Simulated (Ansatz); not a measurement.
# HfN (Fm-3m) in Ansatz: notebook

The runs below take HfN through band structure, with PBEsol, RPBE, LDA, PBE.

All numbers are computed with Ansatz 0.2.0; they aren't measurements. Logs are shortened: lines on timing, memory, paths and dates and some standing lists are left out, and cuts for length are marked.

**1. Starting point**

It takes space group Fm-3m (No. 225, cubic). The conventional cell has a = 4.512 Å, b = 4.512 Å, c = 4.512 Å, α = 90.00°, β = 90.00°, γ = 90.00°. Hf (site symmetry m-3m) is surrounded by 6 N at 2.26 Å. N (site symmetry m-3m) is surrounded by 6 Hf at 2.26 Å.

**2. Band structure, PBEsol**

input.yaml reads:

```yaml
crystal:
  lattice:
    - [0.0, 2.256, 2.256]
    - [2.256, 0.0, 2.256]
    - [2.256, 2.256, 0.0]
  atoms:
    - { symbol: Hf, position: [0.0, 0.0, 0.0] }
    - { symbol: "N", position: [0.5, 0.5, 0.5] }
kpoints:
  mp_grid: { grid: [10, 10, 10] }
  band_path:
    path:
      - [0.0, 0.0, 0.0]
      - [0.5, 0.0, 0.5]
      - [0.5, 0.25, 0.75]
      - [0.375, 0.375, 0.75]
      - [0.0, 0.0, 0.0]
      - [0.5, 0.5, 0.5]
      - [0.625, 0.25, 0.625]
      - [0.5, 0.25, 0.75]
    npoints: 12
scf:
  occupations: { method: fermi_dirac, width: 0.05 }
hamiltonian:
  xc: pbesol
  pseudopotentials: { kind: all_electron, lapw: { basis_error: 0.001 } }
output:
  forces: true
  stress: true
  eigenvalues: true
```

Potentials or basis: all-electron LAPW, scalar-relativistic.

On the command line:

```console
> ansatz run input.yaml --threads 1 --pin off --max-ram 3072MiB --backend cpu --events-out ev --progress --plain --runs-dir out
```

The program printed:

```text
Warning: RAYON_NUM_THREADS=1 ignored (pool sized by the plan → 1); use --threads N
LAPW: plane waves up to 9.493 Å⁻¹, error target 1.0e-3 eV per atom; small_component_spin mean_spin; N in spheres of 0.953 Å, 7 of its electrons in bands, Dirac shells []; Hf in spheres of 1.303 Å, 42 of its electrons in bands, Dirac shells [] (how accurate: hamiltonian.pseudopotentials.lapw.basis_error, Limitations)
Engine: ansatz 0.2.0, aarch64-unknown-linux-gnu
Pseudopotentials: kind: all_electron
Pseudopotential: Hf, LAPW, valence charge 42, lapw/all_electron/scalar/gaussian/Hf, Koelling and Harmon's equation, gaussian nucleus
Pseudopotential: N, LAPW, valence charge 7, lapw/all_electron/scalar/gaussian/N, Koelling and Harmon's equation, gaussian nucleus
Functional definition: PBEsol
  exchange = pbesol_x
  correlation = pbesol_c
Crystal: 2 atoms, lattice volume = 22.964 Å³
Basis set: ecut = 343.3683855706818 eV, 331 PW (Γ), exchange–correlation at level 2
Bands: 30, of which v1, the nominal top of the filled ones, is band 25 counted from 1 (24 counted from 0)
Symmetry: 48 space group operations
Space group: Fm-3m (ITA 225), of the structure as read, at distance tolerance 2.8e-5 Å
k-points: 47 of 1000
Non-local potential: Hf, projectors of the file, none
Non-local potential: N, projectors of the file, none
Initial density: superposition of atomic densities (chi_scale 0.1, normalization cell, long waves kept (reshape's long-wave potential 0.00 eV rms))
Initial wavefunctions: plane waves of lowest kinetic energy (no species holds an atomic orbital)
Functional: x = pbesol(κ = 0.804, μ = 0.12345679012345678), c = pbesol(β = 0.046)
iter 1 solved again at ethr=8.81e-3 eV; its pass at ethr=1.00e-1 eV (dr2=4.31e0 eV) is discarded
SCF iter   1: F=—  HF=-411617.110531 eV  |F-HF|=—  |Δ(HF+E_count)|=         —  Δρ=1.21e-1  dr2=4.31e0  ethr=8.81e-3  ⟨swp⟩=2.0  Hψ=8764  notcnv=0
preconditioner: auto → none  [insulator: Δε(μ)=0.160 eV  Ē_g=19.171 eV  σ=0.050 eV  W_gap=0.58  n_scr=14 (ndim 8)  ℏωp=41.7 eV  f_vac=0.000  D(μ)=0.36/eV (n_scr^D=0)  ε∞_Penn≈5.7]
SCF iter   2: F=—  HF=-411616.260733 eV  |F-HF|=—  |Δ(HF+E_count)|=   8.50e-1  Δρ=7.39e-2  dr2=1.39e0  ethr=8.81e-3  ⟨swp⟩=3.0  Hψ=4235  notcnv=0
iter 3 solved again at ethr=1.16e-4 eV; its pass at ethr=2.84e-3 eV (dr2=5.68e-2 eV) is discarded
SCF iter   3: F=—  HF=-411615.302257 eV  |F-HF|=—  |Δ(HF+E_count)|=   9.58e-1  Δρ=1.44e-2  dr2=5.69e-2  ethr=1.16e-4  ⟨swp⟩=2.0  Hψ=7168  notcnv=0
SCF iter   4: F=—  HF=-411615.295727 eV  |F-HF|=—  |Δ(HF+E_count)|=         —  Δρ=1.32e-3  dr2=3.18e-4  ethr=1.16e-4  ⟨swp⟩=2.0  Hψ=4367  notcnv=0
the basis was enlarged: its passes take 254.2 KiB over the memory plan, 1 of 1 planned eigensolver slots
SCF iter   5: F=—  HF=-411615.287237 eV  |F-HF|=—  |Δ(HF+E_count)|=   8.49e-3  Δρ=2.90e-3  dr2=2.59e-3  ethr=6.49e-7  ⟨swp⟩=3.0  Hψ=4674  notcnv=0
SCF iter   6: F=—  HF=-411615.286104 eV  |F-HF|=—  |Δ(HF+E_count)|=   1.13e-3  Δρ=3.19e-4  dr2=2.89e-5  ethr=6.49e-7  ⟨swp⟩=3.0  Hψ=4385  notcnv=0
SCF iter   7: F=—  HF=-411615.286099 eV  |F-HF|=—  |Δ(HF+E_count)|=   5.12e-6  Δρ=2.43e-5  dr2=4.22e-8  ethr=5.90e-8  ⟨swp⟩=2.0  Hψ=4217  notcnv=0
SCF iter   8: F=-411615.286099 eV  HF=-411615.286099 eV  |F-HF|=1.40e-9  |Δ(HF+E_count)|=   1.30e-7  Δρ=2.28e-6  dr2=5.32e-10  ethr=8.61e-11  ⟨swp⟩=2.9  Hψ=4269  notcnv=0
SCF 1 converged in 8 iterations: F = -411615.286099 eV  dr2 = 5.32e-10
NSCF: frozen V_eff on 85 k-points
SCF converged after 8 iterations
Free energy (F): -411615.286099 eV
Harris-Foulkes:  -411615.286099 eV  (|F-HF|=1.40e-9)
Internal energy: -411615.279790 eV  (E = F + TS)
E sigma→0 (E₀):  -411615.282945 eV
Entropy (-TS):   -0.006309 eV (-3.154 meV/atom)
Fermi energy:    24.191902 eV
--- Per-component energies (eV) ---
  E_band       = -4385.469477
  E_kinetic    = 457784.565237
  E_xc         = -8475.269160
  E_electrostatic = -860924.575867  (all electrons and nuclei)
  E_smearing   = -0.006309  (= −TS)
  E_closure    = 0.000000  (closes the sum)
  E_atoms      = -411595.030029  (free atoms, spherical and without spin; not in F)
  Σ components = -411615.286099   (vs F -411615.286099, Δ=0.00e0)
  Basis errors (estimates in eV, not in F): energy 3.2e-4 per atom: plane waves 2.9e-4 (1.6e-4 summed), levels above the bands 1.2e-80, relativity 4.2e-8, radial functions 2.9e-5, core shells 5.0e-7; eigenvalues (radial functions only) 5.6e-6; not estimated: angular momenta, meshes, grids; target (lapw.basis_error) 1.0e-3; muffin-tin radii N 0.953 Å, Hf 1.303 Å
--- Forces (eV/Å), atoms counted from 1 ---
  atom   1  Hf    -0.00000000    -0.00000000    -0.00000000
  atom   2  N      0.00000000     0.00000000     0.00000000
  max |Σ_I F_I| component: 7.89e-31 eV/Å
--- Stress (GPa, compression-positive) ---
       -1.870867       0.000000       0.000000
        0.000000      -1.870867       0.000000
        0.000000       0.000000      -1.870867
  P = ⅓ Tr σ = -1.8709 GPa (-18.709 kbar)
--- Band table (eV; the first three rows and the last of 47) ---
  k-point 0: bands = ["-352.0652", "-349.5616", "-349.5616", "-349.5616", "-177.6470", "-177.6470", "-177.6442", "-177.6442", "-177.6442", "-38.4851", "-6.8897", "-6.8897", "-6.8897", "6.6760", "11.5566", "11.5566", "11.5566", "11.5917", "11.6932", "11.6932", "11.6932", "21.2514", "21.2514", "21.2514", "23.7614", "23.7614", "23.7614", "25.9664", "26.0886", "26.0886"]
  k-point 1: bands = ["-352.0652", "-349.5616", "-349.5616", "-349.5616", "-177.6470", "-177.6470", "-177.6442", "-177.6442", "-177.6442", "-38.4792", "-6.9931", "-6.8983", "-6.8983", "6.9037", "11.5590", "11.5652", "11.5652", "11.5968", "11.6859", "11.6859", "11.6934", "20.3065", "20.6777", "20.6777", "24.0148", "24.0971", "24.0971", "26.6680", "26.8430", "26.8430"]
  k-point 2: bands = ["-352.0652", "-349.5616", "-349.5616", "-349.5616", "-177.6470", "-177.6470", "-177.6442", "-177.6442", "-177.6442", "-38.4635", "-7.2533", "-6.9206", "-6.9206", "7.5105", "11.5736", "11.5884", "11.5884", "11.6116", "11.6682", "11.6682", "11.6942", "18.6125", "19.6391", "19.6391", "24.4231", "24.9252", "24.9252", "28.1134", "28.5288", "28.5288"]
  k-point 46: bands = ["-352.0652", "-349.5616", "-349.5616", "-349.5616", "-177.6470", "-177.6470", "-177.6442", "-177.6442", "-177.6442", "-38.4014", "-7.5378", "-7.3838", "-7.2423", "8.3024", "11.6092", "11.6186", "11.6232", "11.6447", "11.6467", "11.6713", "11.7037", "18.2149", "18.6325", "18.7835", "24.1296", "26.4810", "29.5776", "29.7333", "30.4540", "34.1158"]
```

It took 17 s on 1 thread of Arm Neoverse V2, shared host; peak memory 0.33 GiB.

What came out:

```
Free energy             : -411615.2861 eV
Pressure                : -1.9 GPa
Band gap along the path : none (metal or under the smearing width)
```

Levels at the corners of the path, in eV from the Fermi level:
| point | band 23 | band 24 | band 25 | band 26 | band 27 | band 28 |
| --- | --- | --- | --- | --- | --- | --- |
| Γ | -2.94 | -2.94 | -0.43 | -0.43 | -0.43 | 1.77 |
| X | -3.91 | -3.65 | -3.65 | 4.06 | 5.53 | 5.53 |
| W | -5.52 | -5.52 | 1.10 | 1.10 | 5.54 | 5.55 |
| K | -5.58 | -4.98 | -0.89 | 3.86 | 4.44 | 6.03 |
| Γ | -2.94 | -2.94 | -0.43 | -0.43 | -0.43 | 1.77 |
| L | -6.27 | -6.27 | 3.24 | 3.67 | 3.67 | 4.41 |
| U | -5.58 | -4.98 | -0.89 | 3.86 | 4.44 | 6.03 |
| W | -5.52 | -5.52 | 1.10 | 1.10 | 5.54 | 5.55 |

Caveat: spin-orbit coupling is left out, which moves the levels of the heavy elements.

**3. Band structure, RPBE**

input.yaml, as its differences from that of step 2:

```diff
@@ -20,3 +20,3 @@
       - [0.5, 0.25, 0.75]
-    npoints: 12
+    npoints: 8
 scf:
@@ -24,3 +24,3 @@
 hamiltonian:
-  xc: pbesol
+  xc: rpbe
   pseudopotentials: { kind: all_electron, lapw: { basis_error: 0.001 } }
```

Potentials or basis: all-electron LAPW, scalar-relativistic.

On the command line:

```console
> ansatz run input.yaml --threads 1 --pin off --max-ram 3072MiB --backend cpu --events-out ev --progress --plain --runs-dir out
```

Wall time 16 s (1 thread of Arm Neoverse V2, shared host); peak memory 0.33 GiB.

It converged, with:

```yaml
Free_energy: -411757.4543 eV
Pressure: 11.3 GPa
Band_gap_along_the_path: none (metal or under the smearing width)
```

Levels at the corners of the path, in eV from the Fermi level:
| point | band 22 | band 23 | band 24 | band 25 | band 26 | band 27 | band 28 | band 29 |
| --- | --- | --- | --- | --- | --- | --- | --- | --- |
| Γ | -3.02 | -3.02 | -3.02 | -0.41 | -0.41 | -0.41 | 1.72 | 1.92 |
| X | -5.53 | -3.89 | -3.73 | -3.73 | 4.06 | 5.50 | 5.50 | 5.55 |
| W | -6.22 | -5.58 | -5.58 | 1.09 | 1.09 | 5.50 | 5.52 | 6.16 |
| K | -6.43 | -5.64 | -5.04 | -0.89 | 3.84 | 4.43 | 5.98 | 6.63 |
| Γ | -3.02 | -3.02 | -3.02 | -0.41 | -0.41 | -0.41 | 1.72 | 1.92 |
| L | -9.00 | -6.31 | -6.31 | 3.22 | 3.67 | 3.67 | 4.38 | 8.82 |
| U | -6.43 | -5.64 | -5.04 | -0.89 | 3.84 | 4.43 | 5.98 | 6.63 |
| W | -6.22 | -5.58 | -5.58 | 1.09 | 1.09 | 5.50 | 5.52 | 6.16 |

Caveat: spin-orbit coupling is left out, which moves the levels of the heavy elements.

**4. Band structure, LDA, spin-orbit coupling, no magnetisation**

input.yaml, as its differences from that of step 3:

```diff
@@ -9,3 +9,3 @@
 kpoints:
-  mp_grid: { grid: [10, 10, 10] }
+  mp_grid: { grid: [7, 7, 7] }
   band_path:
@@ -20,3 +20,3 @@
       - [0.5, 0.25, 0.75]
-    npoints: 8
+    npoints: 12
 scf:
@@ -24,4 +24,7 @@
 hamiltonian:
-  xc: rpbe
+  xc: lda
   pseudopotentials: { kind: all_electron, lapw: { basis_error: 0.001 } }
+magnetization:
+  noncollinear: true
+  spin_orbit: true
 output:
```

Potentials or basis: all-electron LAPW, relativistic spinors.

On the command line:

```console
> ansatz run input.yaml --threads 1 --pin off --max-ram 3072MiB --backend cpu --events-out ev --progress --plain --runs-dir out
```

Run time: 98 s. Hardware: 1 thread of Arm Neoverse V2, shared host; peak memory 0.46 GiB.

Results (log left out):

| Property | Result |
| --- | --- |
| Free energy | -412020.0876 eV |
| Pressure | -8.3 GPa |
| Band gap along the path | none (metal or under the smearing width) |

Levels at the corners of the path, in eV from the Fermi level:
```tsv
point	band 46	band 47	band 48	band 49	band 50	band 51	band 52	band 53	band 54	band 55
Γ	-3.05	-3.05	-3.05	-0.74	-0.74	-0.74	-0.74	-0.44	-0.44	1.72
X	-4.08	-3.91	-3.91	-3.62	-3.62	3.81	3.81	4.94	4.94	5.50
W	-5.98	-5.37	-5.37	0.84	0.84	0.97	0.97	5.04	5.04	5.66
K	-5.72	-5.08	-5.08	-1.06	-1.06	3.61	3.61	4.21	4.21	5.90
Γ	-3.05	-3.05	-3.05	-0.74	-0.74	-0.74	-0.74	-0.44	-0.44	1.72
L	-6.47	-6.41	-6.41	2.97	2.97	3.35	3.35	3.59	3.59	4.27
U	-5.72	-5.08	-5.08	-1.06	-1.06	3.61	3.61	4.21	4.21	5.90
W	-5.98	-5.37	-5.37	0.84	0.84	0.97	0.97	5.04	5.04	5.66
```

Caveat: the k mesh is thin for a metal, which can move the energy by tens of meV per atom.

**5. Band structure, PBEsol, spin-orbit coupling, no magnetisation**

input.yaml, as its differences from that of step 4:

```diff
@@ -20,3 +20,3 @@
       - [0.5, 0.25, 0.75]
-    npoints: 12
+    npoints: 10
 scf:
@@ -24,3 +24,3 @@
 hamiltonian:
-  xc: lda
+  xc: pbesol
   pseudopotentials: { kind: all_electron, lapw: { basis_error: 0.001 } }
```

On the command line:

```console
> ansatz run input.yaml --threads 1 --pin off --max-ram 3072MiB --backend cpu --events-out ev --progress --plain --runs-dir out
```

It took 1.8 min on 1 thread of Arm Neoverse V1, shared host; peak memory 0.45 GiB.

Results (log left out):

- Free energy: -412145.9137 eV
- Pressure: -2.0 GPa
- Band gap along the path: none (metal or under the smearing width)

Levels at the corners of the path, in eV from the Fermi level:
```tsv
point	band 46	band 47	band 48	band 49	band 50	band 51	band 52	band 53	band 54	band 55
Γ	-3.08	-3.08	-3.08	-0.73	-0.73	-0.73	-0.73	-0.43	-0.43	1.58
X	-4.11	-3.95	-3.95	-3.67	-3.67	3.86	3.86	4.97	4.97	5.56
W	-6.04	-5.43	-5.43	0.85	0.85	0.97	0.97	5.07	5.07	5.68
K	-5.78	-5.12	-5.12	-1.08	-1.08	3.63	3.63	4.25	4.25	5.89
Γ	-3.08	-3.08	-3.08	-0.73	-0.73	-0.73	-0.73	-0.43	-0.43	1.58
L	-6.49	-6.44	-6.44	2.99	2.99	3.40	3.40	3.63	3.63	4.13
U	-5.78	-5.12	-5.12	-1.08	-1.08	3.63	3.63	4.25	4.25	5.89
W	-6.04	-5.43	-5.43	0.85	0.85	0.97	0.97	5.07	5.07	5.68
```

Caveat: the k mesh is thin for a metal, which can move the energy by tens of meV per atom.

**6. Band structure, PBE**

input.yaml, as its differences from that of step 5:

```diff
@@ -9,3 +9,3 @@
 kpoints:
-  mp_grid: { grid: [7, 7, 7] }
+  mp_grid: { grid: [10, 10, 10] }
   band_path:
@@ -20,3 +20,3 @@
       - [0.5, 0.25, 0.75]
-    npoints: 10
+    npoints: 12
 scf:
@@ -24,7 +24,4 @@
 hamiltonian:
-  xc: pbesol
+  xc: pbe
   pseudopotentials: { kind: all_electron, lapw: { basis_error: 0.001 } }
-magnetization:
-  noncollinear: true
-  spin_orbit: true
 output:
```

Potentials or basis: all-electron LAPW, scalar-relativistic.

On the command line:

```console
> ansatz run input.yaml --threads 1 --pin off --max-ram 3072MiB --backend cpu --events-out ev --progress --plain --runs-dir out
```

Wall time 21 s (1 thread of Arm Neoverse V1, shared host); peak memory 0.33 GiB.

The run converged. Its results:

| Property | Result |
| --- | --- |
| Free energy | -411743.6853 eV |
| Pressure | 6.7 GPa |
| Band gap along the path | none (metal or under the smearing width) |

Levels at the corners of the path, in eV from the Fermi level:
| point | band 22 | band 23 | band 24 | band 25 | band 26 | band 27 | band 28 | band 29 |
| --- | --- | --- | --- | --- | --- | --- | --- | --- |
| Γ | -2.99 | -2.99 | -2.99 | -0.41 | -0.41 | -0.41 | 1.75 | 1.92 |
| X | -5.49 | -3.89 | -3.70 | -3.70 | 4.06 | 5.50 | 5.50 | 5.57 |
| W | -6.20 | -5.55 | -5.55 | 1.09 | 1.09 | 5.52 | 5.52 | 6.15 |
| K | -6.40 | -5.61 | -5.01 | -0.89 | 3.84 | 4.43 | 6.00 | 6.63 |
| Γ | -2.99 | -2.99 | -2.99 | -0.41 | -0.41 | -0.41 | 1.75 | 1.92 |
| L | -8.98 | -6.29 | -6.29 | 3.22 | 3.66 | 3.66 | 4.42 | 8.82 |
| U | -6.40 | -5.61 | -5.01 | -0.89 | 3.84 | 4.43 | 6.00 | 6.63 |
| W | -6.20 | -5.55 | -5.55 | 1.09 | 1.09 | 5.52 | 5.52 | 6.15 |

Caveat: spin-orbit coupling is left out, which moves the levels of the heavy elements.

**7. The runs side by side**

```tsv
level	potentials or basis	spin	k mesh	cutoff (eV)	pressure (GPa)
PBEsol	all-electron LAPW, scalar-relativistic	off	10 × 10 × 10	343	-1.9
RPBE	all-electron LAPW, scalar-relativistic	off	10 × 10 × 10	343	11.3
LDA	all-electron LAPW, relativistic spinors	SOC, no magnetisation	7 × 7 × 7	343	-8.3
PBEsol	all-electron LAPW, relativistic spinors	SOC, no magnetisation	7 × 7 × 7	344	-2.0
PBE	all-electron LAPW, scalar-relativistic	off	10 × 10 × 10	344	6.7
```

Alike in all rows: task band structure; cell as given; smearing fermi-dirac 0.05 eV; basis error allowed 0.001 eV/atom.

Caveats: spin-orbit coupling is left out, which moves the levels of the heavy elements (some runs); the k mesh is thin for a metal, which can move the energy by tens of meV per atom (some runs).

Compare energies only between runs with the same functional and basis.
